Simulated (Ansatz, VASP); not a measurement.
## One calculation of Cd, two programs

INCAR

```
SYSTEM = Cd
  PREC = Accurate
  ENCUT = 520
  EDIFF = 1E-6
  ISMEAR = -1
  SIGMA = 0.05
  LREAL = .False.
  LASPH = .True.
  NELM = 60
  ALGO = Fast
  ISIF = 2
  LWAVE = .False.
  LCHARG = .False.
  GGA = CA
  NBANDS = 19
```

File KPOINTS:

```
regular mesh
0
Gamma
  10 10 5
  0 0 0
```

Contents of POSCAR:

```
Cd
1.0
    2.9386100647      0.0000000000      0.0000000000
   -1.4693050324      2.5449109679      0.0000000000
    0.0000000000      0.0000000000      5.5417265037
Cd
2
Direct
    0.6666666667      0.3333333333      0.7500000000
    0.3333333333      0.6666666667      0.2500000000
```

File input.yaml:

```yaml
crystal:
  lattice:
    - [2.9386100647, 0.0, 0.0]
    - [-1.4693050324, 2.5449109679, 0.0]
    - [0.0, 0.0, 5.5417265037]
  atoms:
    - { symbol: Cd, position: [0.6666666667, 0.3333333333, 0.75] }
    - { symbol: Cd, position: [0.3333333333, 0.6666666667, 0.25] }
kpoints:
  mp_grid: { grid: [10, 10, 5] }
scf:
  occupations: { method: fermi_dirac, width: 0.05 }
hamiltonian:
  xc: lda
  pseudopotentials: { kind: all_electron, lapw: { basis_error: 0.001 } }
output:
  forces: true
  stress: true
  eigenvalues: true
```

Change from the starting cell: volume scaled by 0.96.

Alike in both runs: task single point; functional LDA; k mesh 10 × 10 × 5; occupations fermi-dirac, width 0.05 eV; no spin polarisation.

|  | VASP | Ansatz |
| --- | --- | --- |
| version | VASP 6.6.1 | Ansatz 0.2.0 |
| potentials or method | VASP PAW LDA potentials, release 64 (Cd) | all-electron LAPW, scalar-relativistic |
| plane-wave cutoff (eV) | 520 | see its input |

VASP gave:

| Item | Value |
| --- | --- |
| gap on the k mesh at the Fermi level (eV) | none |
| pressure (GPa) | -1.6 |
| largest component of the traceless stress (GPa) | 0.47 |

Q: Estimate Ansatz's values.

A: gap on the k mesh at the Fermi level (eV): none; pressure (GPa): -2.2; largest component of the traceless stress (GPa): 0.21.

A gap of «none» marks a metal or a gap that the smearing closes. Ansatz ran all-electron here, so the differences hold the error of VASP's frozen core and of both bases.
